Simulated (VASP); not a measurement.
# P (Cmce) in VASP: settings compared

Aim: see how the results for P move with the level of theory and the settings. Levels: LDA, PBE+D3(BJ), PBEsol. Tasks: relaxation of cell and atoms.

Everything below comes from runs of VASP 6.6.1. Logs are shortened: lines on timing, memory, paths and dates and some standing lists are left out, and cuts for length are marked.

## (1) Starting point

Symmetry: Cmce, No. 64, orthorhombic system. The conventional cell has a = 3.303 Å, b = 10.159 Å, c = 4.138 Å, α = 90.00°, β = 90.00°, γ = 90.00°. P (site symmetry m) is surrounded by 3 P at 2.21 to 2.24 Å.

## (2) Relaxation of cell and atoms, LDA

Input file INCAR:

```
SYSTEM = P
  PREC = Accurate
  ENCUT = 600
  EDIFF = 1E-7
  ISMEAR = 0
  SIGMA = 0.03
  LREAL = .False.
  LASPH = .True.
  NELM = 80
  ALGO = Normal
  ISIF = 3
  LWAVE = .False.
  LCHARG = .False.
  IBRION = 2
  NSW = 90
  EDIFFG = -0.005
```

Input file KPOINTS:

```
Automatic mesh
0
Gamma
  10 10 8
  0 0 0
```

Input file POSCAR:

```
P                                       
1.0
    1.6515236594     -5.0793961389      0.0000000000
    1.6515236594      5.0793961389     -0.0000000000
    0.0000000000      0.0000000000      4.1384642443
  P             
     4
Direct
     0.8936769649048607    0.1063230350951394    0.0718630667128853
     0.6063230350951393    0.3936769649048606    0.5718630667128851
     0.1063230350951394    0.8936769649048607    0.9281369332871149
     0.3936769649048606    0.6063230350951393    0.4281369332871148
```

Potentials or basis: VASP PAW LDA potentials, release 64 (P).

Started as:

```console
> cat potpaw_LDA.64/P/POTCAR > POTCAR
> mpirun -np 1 vasp_std > vasp.out
```

OUTCAR:

```text
SYSTEM = P
   PREC = Accurate
   ENCUT = 600
   EDIFF = 1E-7
   ISMEAR = 0
   LREAL = .False.
   LASPH = .True.
   NELM = 80
   ISIF = 3
   IBRION = 2
   NSW = 90
   EDIFFG = -0.005

 ion  position               nearest neighbor table
   1  0.894  0.106  0.072-   4 2.21   4 2.21   3 2.24
   2  0.606  0.394  0.572-   3 2.21   3 2.21   4 2.24
   3  0.106  0.894  0.928-   2 2.21   2 2.21   1 2.24
   4  0.394  0.606  0.428-   1 2.21   1 2.21   2 2.24

  LATTYP: Found a base centered orthorhombic cell.
 ALAT       =     3.3030473188
 B/A-ratio  =     3.0755818180
 C/A-ratio  =     1.2529230873

  Lattice vectors:

 A1 = (   1.6515236594,  -5.0793961389,   0.0000000000)
 A2 = (   1.6515236594,   5.0793961389,   0.0000000000)
 A3 = (   0.0000000000,   0.0000000000,   4.1384642443)

Analysis of symmetry for initial positions (statically):
=====================================================================
 Subroutine PRICEL returns:
 Original cell was already a primitive cell.

 Routine SETGRP: Setting up the symmetry group for a
 base centered orthorhombic supercell.

 Subroutine GETGRP returns: Found  8 space group operations
 (whereof  4 operations were pure point group operations)
 out of a pool of  8 trial point group operations.

The static configuration has the point symmetry C_2h.
 The point group associated with its full space group is D_2h.

Analysis of symmetry for dynamics (positions and initial velocities):
=====================================================================
 Subroutine PRICEL returns:
 Original cell was already a primitive cell.

 Routine SETGRP: Setting up the symmetry group for a
 base centered orthorhombic supercell.

 Subroutine GETGRP returns: Found  8 space group operations
 (whereof  4 operations were pure point group operations)
 out of a pool of  8 trial point group operations.

The dynamic configuration has the point symmetry C_2h.
 The point group associated with its full space group is D_2h.

 Subroutine INISYM returns: Found  8 space group operations
 (whereof  4 operations are pure point group operations),
 and found     1 'primitive' translations

----------------------------------------------------------------------------------------

                                     Primitive cell

  volume of cell :      69.4330

  direct lattice vectors                    reciprocal lattice vectors
     1.651523659 -5.079396139  0.000000000     0.302750734 -0.098436898  0.000000000
     1.651523659  5.079396139  0.000000000     0.302750734  0.098436898  0.000000000
     0.000000000  0.000000000  4.138464244     0.000000000  0.000000000  0.241635530

  length of vectors
     5.341141782  5.341141782  4.138464244     0.318351739  0.318351739  0.241635530

  position of ions in fractional coordinates (direct lattice)
     0.893676965  0.106323035  0.071863067
     0.606323035  0.393676965  0.571863067
     0.106323035  0.893676965  0.928136933
     0.393676965  0.606323035  0.428136933

  ion indices of the primitive-cell ions
   primitive index   ion index
                 1           1
                 2           2
                 3           3
                 4           4

----------------------------------------------------------------------------------------

 KPOINTS: Automatic mesh

Automatic generation of k-mesh.
 Grid dimensions read from file:
 generate k-points for:   10   10    8

 Generating k-lattice:

  Cartesian coordinates                     Fractional coordinates (reciprocal lattice)
     0.030275073 -0.009843690  0.000000000     0.100000000  0.000000000  0.000000000
     0.030275073  0.009843690  0.000000000     0.000000000  0.100000000  0.000000000
     0.000000000  0.000000000  0.030204441     0.000000000  0.000000000  0.125000000

  Length of vectors
     0.031835174  0.031835174  0.030204441

  Shift w.r.t. Gamma in fractional coordinates (k-lattice)
     0.000000000  0.000000000  0.000000000

 Subroutine IBZKPT returns following result:
 ===========================================

 Found    155 irreducible k-points:

 Following reciprocal coordinates:
            Coordinates               Weight
  0.000000  0.000000  0.000000      1.000000
  0.100000 -0.000000  0.000000      4.000000
  0.200000 -0.000000  0.000000      4.000000
  0.300000 -0.000000  0.000000      4.000000
  0.400000 -0.000000  0.000000      4.000000
  0.500000 -0.000000  0.000000      2.000000
[... 16 lines left out ...]
  0.300000  0.300000  0.000000      2.000000
  0.400000  0.300000  0.000000      4.000000
 [... further k-points ...]
   k-points           NKPTS =    155   k-points in BZ     NKDIM =    155   number of bands    NBANDS=     14
   number of dos      NEDOS =    301   number of ions     NIONS =      4
   total plane-waves  NPLWV =  82944
   dimension x,y,z NGX =    48 NGY =   48 NGZ =   36
   dimension x,y,z NGXF=    96 NGYF=   96 NGZF=   72
   ions per type =               4
   NGX,Y,Z   is equivalent  to a cutoff of  14.94, 14.94, 14.46 a.u.
   NGXF,Y,Z  is equivalent  to a cutoff of  29.88, 29.88, 28.92 a.u.
 SYSTEM =  P
   PREC   = accura    normal or accurate (medium, high low for compatibility)
   ISTART =      0    job   : 0-new  1-cont  2-samecut
   ICHARG =      2    charge: 1-file 2-atom 10-const
   ISPIN  =      1    spin polarized calculation?
   LNONCOLLINEAR =      F non collinear calculations
   LSORBIT =      F    spin-orbit coupling
   LASPH  =      T    aspherical Exc in radial PAW
   ENCUT  =  600.0 eV  44.10 Ry    6.64 a.u.  10.67 10.67  8.27*2*pi/ulx,y,z
   NELM   =     80;   NELMIN=  2; NELMDL= -5     # of ELM steps
   EDIFF  = 0.1E-06   stopping-criterion for ELM
   LREAL  =      F    real-space projection
   EDIFFG = -.5E-02   stopping-criterion for IOM
   NSW    =     90    number of steps for IOM
   IBRION =      2    ionic relax: 0-MD 1-quasi-New 2-CG
   NFREE  =      1    steps in history (QN), initial steepest desc. (CG)
   ISIF   =      3    stress and relaxation
   ISYM   =      2    0-nonsym 1-usesym 2-fastsym
   POTIM  = 0.5000    time-step for ionic-motion
   TEBEG  =    0.0;   TEEND  =   0.0 temperature during run
   PSTRESS=    0.0 pullay stress
   NELECT =      20.0000    total number of electrons
   NUPDOWN=      -1.0000    fix difference up-down
   EMIN   =  10.00;   EMAX   =-10.00  energy-range for DOS
   EFERMI =   0.00;   METHOD = LEGACY
   ISMEAR =     0;   SIGMA  =   0.03  broadening in eV -4-tet -1-fermi 0-gaus
   EFERMI_NEDOS =   21; number of points for ismear=-14 and -15
   IALGO  =     38    algorithm
   IMIX   =      4    mixing-type and parameters
     AMIX     =   0.40;   BMIX     =  1.00
     AMIX_MAG =   1.60;   BMIX_MAG =  1.00
  volume/ion in A,a.u.               =      17.36       117.14
  Fermi-wavevector in a.u.,A,eV,Ry     =   1.081175  2.043125 15.904396  1.168940
  Thomas-Fermi vector in A             =   2.217185
   LORBIT       =      0    0 simple, 1 ext, 2 COOP (PROOUT), +10 PAW based schemes
   GGA     = CA    functional components
   LHFCALC =     F    Hartree Fock is set to
   AEXX    =    0.0000 exact exchange contribution
   IVDW    =     0    specifies the selected vdW correction
   LEPSILON=     F    determine dielectric tensor
   LRPA    =     F    only Hartree local field effects (RPA)
 conjugate gradient relaxation of ions
 non-spin polarized calculation
 Gauss-broadening in eV      SIGMA  =   0.03
  energy-cutoff  :      600.00
  volume of cell :       69.43
 maximum number of plane-waves:      2347
 NGX is ok and might be reduce to    48
   NGX = 21   NGY = 21   NGZ = 17

--------------------------------------- Ionic step        1  -------------------------------------------

 number of electron      20.0000001 magnetization

 Free energy of the ion-electron system (eV)
  ---------------------------------------------------
  ext. energy  EPLUGINS =         0.00000000
  ---------------------------------------------------
  free energy    TOTEN  =       -24.11643766 eV

  energy without entropy =      -24.11636516  energy(sigma->0) =      -24.11640141

------------------------ aborting loop because EDIFF is reached ----------------------------------------

  FORCE on cell =-STRESS in cart. coord.  units (eV):
  Direction    XX          YY          ZZ          XY          YZ          ZX
  --------------------------------------------------------------------------------------
  -------------------------------------------------------------------------------------
  Total        0.0071813      0.0203780     -0.0242981      0.0000000     -0.0000000      0.0000000
  in kB        0.1657093      0.4702259     -0.5606821      0.0000000     -0.0000000      0.0000000
  external PRESSURE =       0.0250843 kB  Pullay stress =       0.0000000 kB
[... 99 lines left out ...]
  energy  without entropy=      -24.1164103914  energy(sigma->0) =      -24.11644331

--------------------------------------- Ionic step        4  -------------------------------------------

 number of electron      20.0000001 magnetization

 Free energy of the ion-electron system (eV)
  ---------------------------------------------------
  ext. energy  EPLUGINS =         0.00000000
  ---------------------------------------------------
  free energy    TOTEN  =       -24.11648365 eV

  energy without entropy =      -24.11641754  energy(sigma->0) =      -24.11645059

 E-fermi :   7.5205     XC(G=0): -10.5135

 val. band max:        7.4889527515   @ k =   0.5000   0.1000   0.0000
 cond. band min:       7.5541560058   @ k =  -0.4000   0.3000   0.0000
 fundamental gap:      0.0652032543
 Fermi energy:         7.5204634461

 k-point     1 :       0.0000    0.0000    0.0000
  band No.  band energies     occupation
      1      -8.5958      2.00000
      2      -5.1847      2.00000
      3      -1.5753      2.00000
      4       0.0867      2.00000
      5       2.3083      2.00000
      6       3.3881      2.00000
      7       3.3943      2.00000
      8       4.5861      2.00000
      9       4.8334      2.00000
     10       6.1454      2.00000
     11       8.4992      0.00000
     12       8.6895      0.00000
     13       9.3694      0.00000
     14      11.0198      0.00000
[... 375 lines left out ...]
 k-point    24 :       0.4000    0.3000    0.0000
  band No.  band energies     occupation
      1      -7.1806      2.00000
      2      -4.9657      2.00000
      3      -3.2516      2.00000
      4       0.4351      2.00000
      5       1.9303      2.00000
      6       2.3513      2.00000
      7       2.8029      2.00000
      8       4.0151      2.00000
      9       5.8875      2.00000
     10       5.9266      2.00000
     11       7.6338      0.00000
     12       8.2235      0.00000
     13       9.3546      0.00000
     14      10.8203      0.00000

 [... further k-points ...]

------------------------ aborting loop because EDIFF is reached ----------------------------------------

  FORCE on cell =-STRESS in cart. coord.  units (eV):
  Direction    XX          YY          ZZ          XY          YZ          ZX
  --------------------------------------------------------------------------------------
  -------------------------------------------------------------------------------------
  Total        0.0060404      0.0037631     -0.0044964      0.0000000     -0.0000000      0.0000000
  in kB        0.1394139      0.0868532     -0.1037768      0.0000000     -0.0000000      0.0000000
  external PRESSURE =       0.0408301 kB  Pullay stress =       0.0000000 kB
[... 19 lines left out ...]
  FREE ENERGIE OF THE ION-ELECTRON SYSTEM (eV)
  ---------------------------------------------------
  free  energy   TOTEN  =       -24.1164836536 eV

  energy  without entropy=      -24.1164175351  energy(sigma->0) =      -24.11645059

 reached required accuracy - stopping structural energy minimisation
```

It took 2.9 min on 1 thread of Intel Xeon 6975P-C (Granite Rapids), shared host; peak memory 0.3 GiB.

Results:

```
Free energy                            : -24.1165 eV
Relaxed volume                         : 17.35 Å³/atom
Relaxed cell                           : a = 5.346 Å, b = 5.346 Å, c = 4.132 Å, α = 90.00°, β = 90.00°, γ = 143.99°
Space group after relaxing (to 0.05 Å) : Cmce (No. 64)
Energy gained by relaxing              : 0.0 meV/atom
Ionic steps                            : 4
Pressure after relaxing                : 0.0 GPa
Band gap on the k mesh                 : none (metal or under the smearing width)
```

Final structure:
```yaml
crystal:
  lattice:
    - [1.65218, -5.08398, 0.00000]
    - [1.65218, 5.08398, 0.00000]
    - [0.00000, 0.00000, 4.13219]
  atoms:
    - { symbol: P, position: [0.89375, 0.10625, 0.07161] }
    - { symbol: P, position: [0.60625, 0.39376, 0.57161] }
    - { symbol: P, position: [0.10625, 0.89375, 0.92839] }
    - { symbol: P, position: [0.39376, 0.60625, 0.42839] }
```

## (3) Relaxation of cell and atoms, PBE+D3(BJ)

This run uses another cell than the first one, of 19.03 Å³/atom, 1.096 times its volume.

Input file INCAR:

```
SYSTEM = P
ALGO = Normal
EDIFF = 1E-6
EDIFFG = -0.01
ENCUT = 600
GGA = PE
IBRION = 2
ISIF = 3
ISMEAR = 0
IVDW = 12
LASPH = .True.
LCHARG = .False.
LREAL = .False.
LWAVE = .False.
NELM = 80
NSW = 90
PREC = Accurate
SIGMA = 0.03
```

Input file KPOINTS:

```
k-points
0
Gamma
  10 10 8
  0 0 0
```

Input file POSCAR:

```
P
1.0
    1.6582000000     -5.2420000000      0.0000000000
    1.6582000000      5.2420000000      0.0000000000
    0.0000000000      0.0000000000      4.3793000000
P
4
Direct
    0.8983800000      0.1016200000      0.0806800000
    0.6016200000      0.3983800000      0.5806800000
    0.1016200000      0.8983800000      0.9193200000
    0.3983800000      0.6016200000      0.4193200000
```

Potentials or basis: VASP PAW PBE potentials, release 64 (P).

Started as:

```console
> cat potpaw_PBE.64/P/POTCAR > POTCAR
> mpirun -np 1 vasp_std > vasp.out
```

OUTCAR:

```text
SYSTEM = P
   EDIFF = 1E-6
   EDIFFG = -0.01
   ENCUT = 600
   GGA = PE
   IBRION = 2
   ISIF = 3
   ISMEAR = 0
   IVDW = 12
   LASPH = .True.
   LREAL = .False.
   NELM = 80
   NSW = 90
   PREC = Accurate
 IVDW          = 12

 ion  position               nearest neighbor table
   1  0.898  0.102  0.081-   4 2.22   4 2.22   3 2.24
   2  0.602  0.398  0.581-   3 2.22   3 2.22   4 2.24
   3  0.102  0.898  0.919-   2 2.22   2 2.22   1 2.24
   4  0.398  0.602  0.419-   1 2.22   1 2.22   2 2.24

  LATTYP: Found a base centered orthorhombic cell.
 ALAT       =     3.3164000000
 B/A-ratio  =     3.1612591967
 C/A-ratio  =     1.3204981305

  Lattice vectors:

 A1 = (   1.6582000000,  -5.2420000000,   0.0000000000)
[... 730 lines left out ...]

 number of electron      20.0000000 magnetization

------------------------ aborting loop because EDIFF is reached ----------------------------------------
[... 79 lines left out ...]
--------------------------------------- Ionic step       11  -------------------------------------------

 number of electron      20.0000000 magnetization

 Free energy of the ion-electron system (eV)
  ---------------------------------------------------
  ext. energy  EPLUGINS =         0.00000000
  ---------------------------------------------------
  free energy    TOTEN  =       -21.38013943 eV

  energy without entropy =      -21.38001289  energy(sigma->0) =      -21.38007616

 E-fermi :   7.4669     XC(G=0): -10.2497

 val. band max:        7.3701182933   @ k =  -0.4000   0.3000   0.0000
 cond. band min:       7.4732805737   @ k =   0.5000   0.1000   0.0000
 fundamental gap:      0.1031622805
 Fermi energy:         7.4668684533

 k-point     1 :       0.0000    0.0000    0.0000
  band No.  band energies     occupation
      1      -8.6373      2.00000
      2      -5.3024      2.00000
      3      -1.8012      2.00000
      4       0.0915      2.00000
      5       2.2841      2.00000
      6       3.1141      2.00000
      7       3.3034      2.00000
      8       4.5120      2.00000
      9       4.7279      2.00000
     10       6.0017      2.00000
     11       8.3808      0.00000
     12       8.6210      0.00000
     13       9.2879      0.00000
     14      10.8146      0.00000
[... 426 lines left out ...]
  FREE ENERGIE OF THE ION-ELECTRON SYSTEM (eV)
  ---------------------------------------------------
  free  energy   TOTEN  =       -22.9690454195 eV

  energy  without entropy=      -22.9689188851  energy(sigma->0) =      -22.96898215

 reached required accuracy - stopping structural energy minimisation
```

CONTCAR:

```text
P
   1.00000000000000
     1.6580040856310310   -5.0974227650033317    0.0000000000000000
     1.6580040856310310    5.0974227650033317   -0.0000000000000000
     0.0000000000000000    0.0000000000000000    4.1805755233489812
  P
     4
Direct
     0.8939674341338010    0.1060325658661990    0.0729795414338780
     0.6060325658661990    0.3939674341338010    0.5729795414338781
     0.1060325658661990    0.8939674341338010    0.9270204585661219
     0.3939674341338010    0.6060325658661990    0.4270204585661219

  0.00000000E+00  0.00000000E+00  0.00000000E+00
  0.00000000E+00  0.00000000E+00  0.00000000E+00
  0.00000000E+00  0.00000000E+00  0.00000000E+00
  0.00000000E+00  0.00000000E+00  0.00000000E+00
```

Wall time 20 min (1 thread of Intel Xeon Platinum 8488C (Sapphire Rapids), shared host); peak memory 0.39 GiB.

Results:

```
Free energy                            : -22.9690 eV
Relaxed volume                         : 17.67 Å³/atom
Relaxed cell                           : a = 5.360 Å, b = 5.360 Å, c = 4.181 Å, α = 90.00°, β = 90.00°, γ = 143.96°
Space group after relaxing (to 0.05 Å) : Cmce (No. 64)
Energy gained by relaxing              : 8.1 meV/atom
Ionic steps                            : 11
Pressure after relaxing                : 0.0 GPa
Band gap on the k mesh                 : none (metal or under the smearing width)
Dispersion energy per atom             : -0.397 eV
```

Forces on the atoms (eV/Å):
```
P    0.000 -0.001 -0.003
P    0.000  0.001 -0.003
P    0.000  0.001  0.003
P    0.000 -0.001  0.003
```

The path:
| step | energy change (eV) | largest force (eV/Å) | pressure (GPa) | volume (Å³) |
| --- | --- | --- | --- | --- |
| 1 | 0.0000 | 0.0690 | -1.40 | 76.13 |
| 2 | -0.0080 | 0.2272 | 0.37 | 74.31 |
| 3 | -0.0082 | 0.2050 | 0.15 | 74.53 |
| 4 | -0.0153 | 0.1180 | 0.02 | 73.87 |
| 5 | -0.0199 | 0.0784 | -0.13 | 72.82 |
| 6 | -0.0256 | 0.0638 | -0.13 | 72.23 |
| 7 | -0.0324 | 0.0266 | -0.04 | 70.63 |
| 8 | -0.0324 | 0.0259 | -0.04 | 70.57 |
| 9 | -0.0325 | 0.0098 | 0.10 | 70.59 |
| 10 | -0.0325 | 0.0053 | 0.07 | 70.58 |
| 11 | -0.0325 | 0.0029 | 0.00 | 70.66 |

Final structure:
```yaml
crystal:
  lattice:
    - [1.65800, -5.09742, 0.00000]
    - [1.65800, 5.09742, 0.00000]
    - [0.00000, 0.00000, 4.18058]
  atoms:
    - { symbol: P, position: [0.89397, 0.10603, 0.07298] }
    - { symbol: P, position: [0.60603, 0.39397, 0.57298] }
    - { symbol: P, position: [0.10603, 0.89397, 0.92702] }
    - { symbol: P, position: [0.39397, 0.60603, 0.42702] }
```

Levels at points of the mesh, in eV from the Fermi level:
```tsv
k point	band 6	band 7	band 8	band 9	band 10	band 11	band 12	band 13	band 14
(0.00, 0.00, 0.00)	-4.35	-4.16	-2.95	-2.74	-1.47	0.91	1.15	1.82	3.35
(0.50, 0.00, 0.00)	-5.13	-3.31	-3.31	-2.75	-2.75	0.75	0.75	1.01	1.01
(0.50, 0.50, 0.00)	-5.37	-4.44	-2.26	-1.87	-0.41	0.40	0.56	2.39	3.06
(0.00, 0.00, 0.50)	-5.22	-3.18	-3.18	-0.98	-0.98	1.40	1.40	2.19	2.19
(0.50, 0.00, 0.50)	-5.96	-5.84	-5.84	-2.17	-2.17	1.54	1.54	4.61	4.61
(0.50, 0.50, 0.50)	-3.26	-2.51	-2.51	-1.35	-1.35	1.27	1.27	2.66	2.66
```

Caveat: pairwise dispersion overbinds metals, which lowers pressure and volume.

[end of part 1 of 2]
